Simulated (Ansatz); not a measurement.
**A computed series for LiCl: response to strain**

The reference is LiCl in the rock salt structure (space group Fm-3m, No. 225).

```yaml
crystal:
  lattice:
    - [0.00000, 2.53210, 2.53210]
    - [2.53210, 0.00000, 2.53210]
    - [2.53210, 2.53210, 0.00000]
  atoms:
    - { symbol: Li, position: [0.00000, 0.00000, 0.00000] }
    - { symbol: Cl, position: [0.50000, 0.50000, 0.50000] }
```

Cartesian axes are those of the cell as printed.

Strains are applied to the cell and any free atomic positions relax; under biaxial strain the out-of-plane vector relaxes too.

Calculations: Kohn–Sham DFT with the PBEsol functional, run in Ansatz (a quantum-chemistry and plane-wave program) with PAW and 420 eV plane waves, no SOC.

```json
[
 {"biaxial strain, plane normal [001], relaxed out of plane (%)": "-3", "out-of-plane strain (%)": "2.13"},
 {"biaxial strain, plane normal [001], relaxed out of plane (%)": "-2.5", "out-of-plane strain (%)": "?"},
 {"biaxial strain, plane normal [001], relaxed out of plane (%)": "-2", "out-of-plane strain (%)": "1.39"},
 {"biaxial strain, plane normal [001], relaxed out of plane (%)": "-1.5", "out-of-plane strain (%)": "1.03"},
 {"biaxial strain, plane normal [001], relaxed out of plane (%)": "-1", "out-of-plane strain (%)": "0.68"},
 {"biaxial strain, plane normal [001], relaxed out of plane (%)": "-0.5", "out-of-plane strain (%)": "0.34"},
 {"biaxial strain, plane normal [001], relaxed out of plane (%)": "0", "out-of-plane strain (%)": "0.00"}
]
```

Fit ε⊥ = −νε + γε² (strains in %) to the rows shown and predict the withheld row.

Least squares on the printed values gives ν = 0.67 (the biaxial Poisson response) and γ = 0.015 (largest residual 0.00 %); this predicts 1.76 %, and the run gives 1.76 %, in agreement.

Stability against distortions was not tested.
